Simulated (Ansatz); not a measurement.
A run of Ansatz 0.2.0:

input.yaml

```yaml
crystal:
  lattice:
    - [2.7513778946, 0.0, 0.0]
    - [-1.3756889473, 2.3827631521, 0.0]
    - [0.0, 0.0, 4.46229]
  atoms:
    - { symbol: Ir, position: [0.3333333333, 0.6666666667, 0.25] }
    - { symbol: Ir, position: [0.6666666667, 0.3333333333, 0.75] }
hamiltonian:
  xc: pbe
  pseudopotentials: { kind: paw }
kpoints:
  mp_grid: { grid: [8, 8, 5] }
scf:
  occupations: { method: fermi_dirac, width: 0.05 }
phonons:
  method: dfpt
```

Potentials or basis: Ansatz PAW.

Command:

```console
$ ansatz run input.yaml --threads 2 --pin off --max-ram 5632MiB --backend cpu --events-out ev --progress --plain --runs-dir out
```

Hardware: 2 threads of Arm Neoverse V1 (shared host).

Q: How long does it take, and how much memory?

A: Wall time 5.8 s on 2 threads of Arm Neoverse V1, on a shared host, peak memory 0.41 GiB. Counts: scf iterations 7, plane waves 573, k points 63, bands 21.
